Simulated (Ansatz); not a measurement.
Crystal: SnSe2.

```xyz
3
Lattice="3.8110 0.0000 0.0000 -1.9055 3.3004 0.0000 0.0000 0.0000 6.1360" Properties=species:S:1:pos:R:3 pbc="T T T"
Sn    0.0000    0.0000    0.0000
Se    1.9055    1.1001    4.6081
Se    0.0000    2.2003    1.5279
```

| Quantity | Value |
| --- | --- |
| Program | Ansatz 0.2.0 |
| Task | relaxation of cell and atoms |
| Functional | LC-wPBE |
| Potentials or basis | Ansatz PAW |
| Cutoff | 420 eV (not typed: the program's choice for these potentials) |
| k mesh | 4 × 4 × 3 |
| Occupations | fermi-dirac, width 0.05 eV |
| Spin | no spin polarisation |

At the start: volume 25.73 Å³/atom.

Where does the relaxation end?

It ends after 7 steps and the volume is 27.67 Å³/atom (+7.6 %); space group P-3m1 (No. 164, to 0.05 Å).

Step by step:
| step | energy change (eV) | largest force (eV/Å) | volume (Å³) |
| --- | --- | --- | --- |
| 1 | 0.0000 | 0.3480 | 77.18 |
| 2 | -0.0232 | 0.0306 | 78.31 |
| 3 | -0.0312 | 0.0464 | 79.66 |
| 4 | -0.0347 | 0.0335 | 81.48 |
| 5 | -0.0353 | 0.0057 | 82.55 |
| 6 | -0.0352 | 0.0011 | 83.02 |
| 7 | -0.0375 | 0.0000 | 83.02 |

Final structure:
```
Sn Se
1.0
     3.78316    0.00000    0.00000
    -1.89158    3.27631    0.00000
     0.00000    0.00000    6.69824
Sn Se
1 2
Direct
  0.00000 0.00000 0.00000
  0.66667 0.33333 0.77336
  0.33333 0.66667 0.22664
```

Caveat: the k mesh is coarse (spacing up to 0.48 Å⁻¹), so the values aren't converged, least of all with exact exchange; the plane-wave basis is chosen anew once the cell has moved, so the energies of steps on either side of that aren't comparable; the PAW data sets come from PBE, with cores solved anew for the run's functional, which leaves a small shift of forces and pressure.
